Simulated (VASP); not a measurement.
# MoS2 (R3m) in VASP: a series of runs

One crystal, MoS2, is run at these levels: PBE; tasks: single point.

Program: VASP 6.6.1. These are calculated values, not measurements. Logs are shortened: lines on timing, memory, paths and dates and some standing lists are left out, and cuts for length are marked.

### Step 1. Starting point

It takes space group R3m (No. 160, trigonal). The conventional cell has a = 3.160 Å, b = 3.160 Å, c = 18.450 Å, α = 90.00°, β = 90.00°, γ = 120.00°. Mo (site symmetry 3m) has 6 S at 2.39 Å as nearest neighbours. S (site symmetry 3m) is surrounded by 3 Mo at 2.39 Å. S (site symmetry 3m) is surrounded by 3 Mo at 2.39 Å.

Measurements of this composition are mostly on another form, of space group No. 194.

### Step 2. Single point, PBE

Input file INCAR:

```
PREC     = Accurate       # precision mode
ENCUT    = 300            # plane-wave cutoff, eV
EDIFF    = 1E-7           # SCF threshold, eV
ISMEAR   = 0              # smearing method
SIGMA    = 0.05           # smearing width, eV
LREAL    = F              # projectors in reciprocal space
LASPH    = T              # aspherical terms in the spheres
NELM     = 100            # most SCF steps
ALGO     = Normal         # electronic algorithm
ISIF     = 2              # what is computed and relaxed
LWAVE    = F              # write WAVECAR
LCHARG   = F              # write CHGCAR
GGA      = PE             # functional
ADDGRID  = F
```

Input file KPOINTS:

```
Automatic mesh
0
Gamma
  6 6 6
```

Input file POSCAR:

```
MoS2
1.0
    1.5800000000      0.9122134253      6.1500000000
   -1.5800000000      0.9122134253      6.1500000000
    0.0000000000     -1.8244268506      6.1500000000
Mo S
1 2
Direct
    0.0000000000      0.0000000000      0.0000000000
    0.4170000000      0.4170000000      0.4170000000
    0.2500000000      0.2500000000      0.2500000000
```

Potentials or basis: VASP PAW PBE potentials, release 64 (Mo_sv, S).

Run with:

```bash
cat potpaw_PBE.64/Mo_sv/POTCAR potpaw_PBE.64/S/POTCAR > POTCAR
mpirun -np 1 vasp_std > vasp.out
```

OUTCAR:

```text
PREC = Accurate
   ENCUT = 300
   EDIFF = 1E-7
   ISMEAR = 0
   LREAL = F
   LASPH = T
   NELM = 100
   ISIF = 2
   GGA = PE

 Found     32 irreducible k-points:

 Following reciprocal coordinates:
            Coordinates               Weight
  0.000000  0.000000  0.000000      1.000000
  0.166667  0.000000  0.000000      6.000000
  0.333333  0.000000  0.000000      6.000000
  0.500000  0.000000  0.000000      3.000000
  0.166667  0.166667  0.000000      6.000000
  0.333333  0.166667  0.000000     12.000000
   k-points           NKPTS =     32   k-points in BZ     NKDIM =     32   number of bands    NBANDS=     17
   number of dos      NEDOS =    301   number of ions     NIONS =      3
   total plane-waves  NPLWV =  46656
   dimension x,y,z NGX =    36 NGY =   36 NGZ =   36
   dimension x,y,z NGXF=    72 NGYF=   72 NGZF=   72
   ions per type =               1   2
   NGX,Y,Z   is equivalent  to a cutoff of   9.33,  9.33,  9.33 a.u.
   NGXF,Y,Z  is equivalent  to a cutoff of  18.66, 18.66, 18.66 a.u.
 SYSTEM =  unknown system
   PREC   = accura    normal or accurate (medium, high low for compatibility)
   ISTART =      0    job   : 0-new  1-cont  2-samecut
   ICHARG =      2    charge: 1-file 2-atom 10-const
   ISPIN  =      1    spin polarized calculation?
   LNONCOLLINEAR =      F non collinear calculations
   LSORBIT =      F    spin-orbit coupling
   LASPH  =      T    aspherical Exc in radial PAW
   ENCUT  =  300.0 eV  22.05 Ry    4.70 a.u.   9.06  9.06  9.06*2*pi/ulx,y,z
   NELM   =    100;   NELMIN=  2; NELMDL= -5     # of ELM steps
   EDIFF  = 0.1E-06   stopping-criterion for ELM
   LREAL  =      F    real-space projection
   EDIFFG = 0.1E-05   stopping-criterion for IOM
   NSW    =      0    number of steps for IOM
   IBRION =     -1    ionic relax: 0-MD 1-quasi-New 2-CG
   NFREE  =      0    steps in history (QN), initial steepest desc. (CG)
   ISIF   =      2    stress and relaxation
   ISYM   =      2    0-nonsym 1-usesym 2-fastsym
   POTIM  = 0.5000    time-step for ionic-motion
   TEBEG  =    0.0;   TEEND  =   0.0 temperature during run
   PSTRESS=    0.0 pullay stress
   NELECT =      26.0000    total number of electrons
   NUPDOWN=      -1.0000    fix difference up-down
   EMIN   =  10.00;   EMAX   =-10.00  energy-range for DOS
   EFERMI =   0.00;   METHOD = LEGACY
   ISMEAR =     0;   SIGMA  =   0.05  broadening in eV -4-tet -1-fermi 0-gaus
   EFERMI_NEDOS =   21; number of points for ismear=-14 and -15
   IALGO  =     38    algorithm
   IMIX   =      4    mixing-type and parameters
     AMIX     =   0.40;   BMIX     =  1.00
     AMIX_MAG =   1.60;   BMIX_MAG =  1.00
  volume/ion in A,a.u.               =      17.73       119.63
  Fermi-wavevector in a.u.,A,eV,Ry     =   1.289652  2.437089 22.629252  1.663203
  Thomas-Fermi vector in A             =   2.421532
   LORBIT       =      0    0 simple, 1 ext, 2 COOP (PROOUT), +10 PAW based schemes
   GGA     = PE    functional components
   LHFCALC =     F    Hartree Fock is set to
   AEXX    =    0.0000 exact exchange contribution
   IVDW    =     0    specifies the selected vdW correction
   LEPSILON=     F    determine dielectric tensor
   LRPA    =     F    only Hartree local field effects (RPA)
 non-spin polarized calculation
 Gauss-broadening in eV      SIGMA  =   0.05
  energy-cutoff  :      300.00
  volume of cell :       53.18
 maximum number of plane-waves:       648
   NGX = 19   NGY = 19   NGZ = 19

 number of electron      25.9999990 magnetization

 Free energy of the ion-electron system (eV)
  ---------------------------------------------------
  ext. energy  EPLUGINS =         0.00000000
  ---------------------------------------------------
  free energy    TOTEN  =       -21.77843950 eV

  energy without entropy =      -21.77843950  energy(sigma->0) =      -21.77843950

 E-fermi :   8.0438     XC(G=0): -10.8267

 val. band max:        7.6598505301   @ k =   0.5000   0.5000   0.5000
 cond. band min:       8.6001967152   @ k =  -0.1667   0.5000   0.1667
 fundamental gap:      0.9403461851
 Fermi energy:         8.0437599016

 k-point     1 :       0.0000    0.0000    0.0000
  band No.  band energies     occupation
      1     -53.8748      2.00000
      2     -28.0640      2.00000
      3     -27.8323      2.00000
      4     -27.8323      2.00000
      5      -7.4614      2.00000
      6      -5.7396      2.00000
      7       0.6368      2.00000
      8       4.1891      2.00000
      9       4.1891      2.00000
     10       5.3224      2.00000
     11       5.3224      2.00000
     12       6.3866      2.00000
     13       6.4934      2.00000
     14       9.6886      0.00000
     15       9.6886      0.00000
     16      10.1087      0.00000
     17      10.1087      0.00000

 k-point     2 :       0.1667    0.0000    0.0000
  band No.  band energies     occupation
      1     -53.8645      2.00000
      2     -28.0433      2.00000
      3     -27.9364      2.00000
      4     -27.8559      2.00000
      5      -7.0430      2.00000
      6      -5.6142      2.00000
      7       1.0896      2.00000
      8       3.4302      2.00000
      9       4.2173      2.00000
     10       4.6171      2.00000
     11       4.7530      2.00000
     12       6.3112      2.00000
     13       6.5337      2.00000
     14       9.1474      0.00000
     15       9.7147      0.00000
     16       9.7763      0.00000
     17      10.2957      0.00000

 k-point     3 :       0.3333    0.0000    0.0000
  band No.  band energies     occupation
      1     -53.8435      2.00000
      2     -28.1395      2.00000
      3     -28.0016      2.00000
      4     -27.9028      2.00000
      5      -6.0606      2.00000
      6      -5.3255      2.00000
      7       1.3382      2.00000
      8       2.6080      2.00000
      9       2.9113      2.00000
     10       3.9263      2.00000
     11       5.5343      2.00000
     12       5.5827      2.00000
     13       5.8723      2.00000
     14       9.1111      0.00000
     15       9.2689      0.00000
     16      10.7669      0.00000
     17      10.9882      0.00000

 k-point     4 :       0.5000    0.0000    0.0000
  band No.  band energies     occupation
      1     -53.8328      2.00000
      2     -28.2385      2.00000
      3     -27.9806      2.00000
      4     -27.9260      2.00000
      5      -5.4391      2.00000
      6      -5.1623      2.00000
      7       0.9063      2.00000
      8       2.0617      2.00000
      9       2.5873      2.00000
     10       3.5982      2.00000
     11       5.2903      2.00000
     12       5.9881      2.00000
     13       6.1698      2.00000
     14       9.2512      0.00000
     15       9.6840      0.00000
     16      11.1506      0.00000
     17      11.1680      0.00000

 k-point     5 :       0.1667    0.1667    0.0000
  band No.  band energies     occupation
      1     -53.8646      2.00000
      2     -28.0433      2.00000
      3     -27.9364      2.00000
      4     -27.8559      2.00000
      5      -7.0261      2.00000
      6      -5.6434      2.00000
      7       1.1514      2.00000
      8       3.4438      2.00000
      9       4.1696      2.00000
     10       4.6020      2.00000
     11       4.7769      2.00000
     12       6.0841      2.00000
     13       6.6896      2.00000
     14       9.2003      0.00000
     15       9.6205      0.00000
     16       9.7916      0.00000
     17      10.3638      0.00000

 k-point     6 :       0.3333    0.1667    0.0000
  band No.  band energies     occupation
      1     -53.8488      2.00000
      2     -28.0702      2.00000
      3     -28.0120      2.00000
      4     -27.9108      2.00000
      5      -6.3055      2.00000
      6      -5.4387      2.00000
      7       1.6084      2.00000
      8       2.8762      2.00000
      9       3.2150      2.00000
     10       3.8062      2.00000
     11       4.8859      2.00000
     12       5.9524      2.00000
     13       6.1155      2.00000
     14       8.7821      0.00000
     15       9.4104      0.00000
     16       9.9570      0.00000
     17      11.2958      0.00000

 [... further k-points ...]

------------------------ aborting loop because EDIFF is reached ----------------------------------------

  FORCE on cell =-STRESS in cart. coord.  units (eV):
  Direction    XX          YY          ZZ          XY          YZ          ZX
  --------------------------------------------------------------------------------------
  -------------------------------------------------------------------------------------
  Total        1.3397665      1.3397665      2.1314352      0.0000000      0.0000000      0.0000000
  in kB       40.3608006     40.3608006     64.2100206      0.0000000      0.0000000      0.0000000
  external PRESSURE =      48.3105406 kB  Pullay stress =       0.0000000 kB

 VOLUME and BASIS-vectors are now :
 -----------------------------------------------------------------------------
  energy-cutoff  :      300.00
  volume of cell :       53.18
      direct lattice vectors                 reciprocal lattice vectors
     1.580000000  0.912213425  6.150000000     0.316455696  0.182705781  0.054200542
    -1.580000000  0.912213425  6.150000000    -0.316455696  0.182705781  0.054200542
     0.000000000 -1.824426851  6.150000000     0.000000000 -0.365411563  0.054200542

 POSITION                                       TOTAL-FORCE (eV/Angst)
 -----------------------------------------------------------------------------------
      0.00000      0.00000      0.00000         0.000000     -0.000000      0.086240
      0.00000      0.00000      7.69365         0.000000     -0.000000      0.433469
      0.00000      0.00000      4.61250         0.000000      0.000000     -0.519709
 -----------------------------------------------------------------------------------
    total drift:                               -0.000000      0.000000      0.000077

  FREE ENERGIE OF THE ION-ELECTRON SYSTEM (eV)
  ---------------------------------------------------
  free  energy   TOTEN  =       -21.7784395047 eV

  energy  without entropy=      -21.7784395047  energy(sigma->0) =      -21.77843950
```

Run time: 30 s. Hardware: 1 thread of Intel Xeon Platinum 8488C (Sapphire Rapids), shared host; peak memory 0.2 GiB.

These settings aren't checked as converged: the numbers below hold their error.

What came out:

```yaml
Free_energy: -21.7784 eV
Pressure: 4.8 GPa
Largest_force: 0.520 eV/Å
Band_gap_on_the_k_mesh: 0.94 eV, indirect (least direct gap 1.71 eV)
```

Caveat: the cutoff is under 1.25 times the usual one of these potentials, so pressure, stress and relaxed cells hold a basis-set (Pulay) error.

### Step 3. Single point, PBE

INCAR, as its differences from that of step 2:

```diff
@@ -1,3 +1,3 @@
 PREC     = Accurate       # precision mode
-ENCUT    = 300            # plane-wave cutoff, eV
+ENCUT    = 250            # plane-wave cutoff, eV
 EDIFF    = 1E-7           # SCF threshold, eV
```

Input file KPOINTS:

```
Automatic mesh
0
Gamma
  7 7 7
```

POSCAR is that of step 2.

Potentials or basis: VASP PAW PBE potentials, release 64 (Mo_sv, S).

Run with:

```bash
cat potpaw_PBE.64/Mo_sv/POTCAR potpaw_PBE.64/S/POTCAR > POTCAR
mpirun -np 1 vasp_std > vasp.out
```

OUTCAR:

```text
PREC = Accurate
   ENCUT = 250
   EDIFF = 1E-7
   ISMEAR = 0
   LREAL = F
   LASPH = T
   NELM = 100
   ISIF = 2
   GGA = PE

 Found     44 irreducible k-points:

 Following reciprocal coordinates:
            Coordinates               Weight
  0.000000  0.000000  0.000000      1.000000
  0.142857 -0.000000 -0.000000      6.000000
  0.285714 -0.000000  0.000000      6.000000
  0.428571 -0.000000  0.000000      6.000000
  0.142857  0.142857 -0.000000      6.000000
  0.285714  0.142857 -0.000000     12.000000
   k-points           NKPTS =     44   k-points in BZ     NKDIM =     44   number of bands    NBANDS=     17
   number of dos      NEDOS =    301   number of ions     NIONS =      3
   total plane-waves  NPLWV =  46656
   dimension x,y,z NGX =    36 NGY =   36 NGZ =   36
   dimension x,y,z NGXF=    72 NGYF=   72 NGZF=   72
   ions per type =               1   2
   NGX,Y,Z   is equivalent  to a cutoff of   9.33,  9.33,  9.33 a.u.
   NGXF,Y,Z  is equivalent  to a cutoff of  18.66, 18.66, 18.66 a.u.
 SYSTEM =  unknown system
   PREC   = accura    normal or accurate (medium, high low for compatibility)
   ISTART =      0    job   : 0-new  1-cont  2-samecut
   ICHARG =      2    charge: 1-file 2-atom 10-const
   ISPIN  =      1    spin polarized calculation?
   LNONCOLLINEAR =      F non collinear calculations
   LSORBIT =      F    spin-orbit coupling
   LASPH  =      T    aspherical Exc in radial PAW
   ENCUT  =  250.0 eV  18.37 Ry    4.29 a.u.   8.27  8.27  8.27*2*pi/ulx,y,z
   NELM   =    100;   NELMIN=  2; NELMDL= -5     # of ELM steps
   EDIFF  = 0.1E-06   stopping-criterion for ELM
   LREAL  =      F    real-space projection
   EDIFFG = 0.1E-05   stopping-criterion for IOM
   NSW    =      0    number of steps for IOM
   IBRION =     -1    ionic relax: 0-MD 1-quasi-New 2-CG
   NFREE  =      0    steps in history (QN), initial steepest desc. (CG)
   ISIF   =      2    stress and relaxation
   ISYM   =      2    0-nonsym 1-usesym 2-fastsym
   POTIM  = 0.5000    time-step for ionic-motion
   TEBEG  =    0.0;   TEEND  =   0.0 temperature during run
   PSTRESS=    0.0 pullay stress
   NELECT =      26.0000    total number of electrons
   NUPDOWN=      -1.0000    fix difference up-down
   EMIN   =  10.00;   EMAX   =-10.00  energy-range for DOS
   EFERMI =   0.00;   METHOD = LEGACY
   ISMEAR =     0;   SIGMA  =   0.05  broadening in eV -4-tet -1-fermi 0-gaus
   EFERMI_NEDOS =   21; number of points for ismear=-14 and -15
   IALGO  =     38    algorithm
   IMIX   =      4    mixing-type and parameters
     AMIX     =   0.40;   BMIX     =  1.00
     AMIX_MAG =   1.60;   BMIX_MAG =  1.00
  volume/ion in A,a.u.               =      17.73       119.63
  Fermi-wavevector in a.u.,A,eV,Ry     =   1.289652  2.437089 22.629252  1.663203
  Thomas-Fermi vector in A             =   2.421532
   LORBIT       =      0    0 simple, 1 ext, 2 COOP (PROOUT), +10 PAW based schemes
   GGA     = PE    functional components
   LHFCALC =     F    Hartree Fock is set to
   AEXX    =    0.0000 exact exchange contribution
   IVDW    =     0    specifies the selected vdW correction
   LEPSILON=     F    determine dielectric tensor
   LRPA    =     F    only Hartree local field effects (RPA)
 non-spin polarized calculation
 Gauss-broadening in eV      SIGMA  =   0.05
  energy-cutoff  :      250.00
  volume of cell :       53.18
 maximum number of plane-waves:       489
 NGX is ok and might be reduce to    36
   NGX = 17   NGY = 17   NGZ = 17

 number of electron      25.9999990 magnetization

 Free energy of the ion-electron system (eV)
  ---------------------------------------------------
  ext. energy  EPLUGINS =         0.00000000
  ---------------------------------------------------
  free energy    TOTEN  =       -21.74169004 eV

  energy without entropy =      -21.74169004  energy(sigma->0) =      -21.74169004

 E-fermi :   8.0212     XC(G=0): -10.8256

 val. band max:        7.6427857702   @ k =   0.4286   0.4286   0.4286
 cond. band min:       8.7242113556   @ k =  -0.1429   0.1429   0.0000
 fundamental gap:      1.0814255854
 Fermi energy:         8.0211671423

 k-point     1 :       0.0000    0.0000    0.0000
  band No.  band energies     occupation
      1     -53.8800      2.00000
      2     -28.0601      2.00000
      3     -27.8358      2.00000
      4     -27.8358      2.00000
      5      -7.4651      2.00000
      6      -5.7440      2.00000
[... 9 lines left out ...]
     16      10.1195      0.00000
     17      10.1195      0.00000

 k-point     2 :       0.1429   -0.0000   -0.0000
  band No.  band energies     occupation
      1     -53.8725      2.00000
      2     -28.0473      2.00000
      3     -27.9160      2.00000
      4     -27.8534      2.00000
      5      -7.1536      2.00000
      6      -5.6508      2.00000
[... 9 lines left out ...]
     16       9.8048      0.00000
     17      10.1790      0.00000

 k-point     3 :       0.2857   -0.0000    0.0000
  band No.  band energies     occupation
      1     -53.8551      2.00000
      2     -28.0904      2.00000
      3     -28.0126      2.00000
      4     -27.8936      2.00000
      5      -6.3634      2.00000
      6      -5.4160      2.00000
[... 9 lines left out ...]
     16      10.5053      0.00000
     17      10.8553      0.00000

 k-point     4 :       0.4286   -0.0000    0.0000
  band No.  band energies     occupation
      1     -53.8410      2.00000
      2     -28.2245      2.00000
      3     -27.9846      2.00000
      4     -27.9254      2.00000
      5      -5.5791      2.00000
      6      -5.1992      2.00000
[... 9 lines left out ...]
     16      11.1007      0.00000
     17      11.1486      0.00000

 k-point     5 :       0.1429    0.1429   -0.0000
  band No.  band energies     occupation
      1     -53.8725      2.00000
      2     -28.0471      2.00000
      3     -27.9156      2.00000
      4     -27.8541      2.00000
      5      -7.1410      2.00000
      6      -5.6731      2.00000
[... 9 lines left out ...]
     16       9.7259      0.00000
     17      10.2293      0.00000

 k-point     6 :       0.2857    0.1429   -0.0000
  band No.  band energies     occupation
      1     -53.8600      2.00000
      2     -28.0319      2.00000
      3     -28.0228      2.00000
      4     -27.8942      2.00000
      5      -6.5770      2.00000
      6      -5.5172      2.00000
[... 9 lines left out ...]
     16       9.8395      0.00000
     17      11.0548      0.00000

 [... further k-points ...]

------------------------ aborting loop because EDIFF is reached ----------------------------------------

  FORCE on cell =-STRESS in cart. coord.  units (eV):
  Direction    XX          YY          ZZ          XY          YZ          ZX
  --------------------------------------------------------------------------------------
  -------------------------------------------------------------------------------------
  Total        0.4574541      0.4574541      1.1923501      0.0000000      0.0000000      0.0000000
  in kB       13.7809195     13.7809195     35.9198459      0.0000000      0.0000000      0.0000000
  external PRESSURE =      21.1605616 kB  Pullay stress =       0.0000000 kB

 VOLUME and BASIS-vectors are now :
 -----------------------------------------------------------------------------
  energy-cutoff  :      250.00
  volume of cell :       53.18
      direct lattice vectors                 reciprocal lattice vectors
     1.580000000  0.912213425  6.150000000     0.316455696  0.182705781  0.054200542
    -1.580000000  0.912213425  6.150000000    -0.316455696  0.182705781  0.054200542
     0.000000000 -1.824426851  6.150000000     0.000000000 -0.365411563  0.054200542

 POSITION                                       TOTAL-FORCE (eV/Angst)
 -----------------------------------------------------------------------------------
      0.00000      0.00000      0.00000         0.000000      0.000000      0.086702
      0.00000      0.00000      7.69365         0.000000      0.000000      0.459940
      0.00000      0.00000      4.61250         0.000000     -0.000000     -0.546642
 -----------------------------------------------------------------------------------
    total drift:                                0.000000      0.000000      0.000079

  FREE ENERGIE OF THE ION-ELECTRON SYSTEM (eV)
  ---------------------------------------------------
  free  energy   TOTEN  =       -21.7416900357 eV

  energy  without entropy=      -21.7416900357  energy(sigma->0) =      -21.74169004
```

Run time: 36 s. Hardware: 1 thread of Intel Xeon Platinum 8488C (Sapphire Rapids), shared host; peak memory 0.19 GiB.

The run converged, but a check on its numbers failed (symmetry, net force, bounds or a known fault of this set-up), so they aren't taken as properties of the crystal.

Caveat: the cutoff lies under the usual one of these potentials, so the numbers hold a large basis-set error; an odd mesh through Γ misses points on the zone boundary, where band edges often lie.

(Part 1 of 2 ends here.)
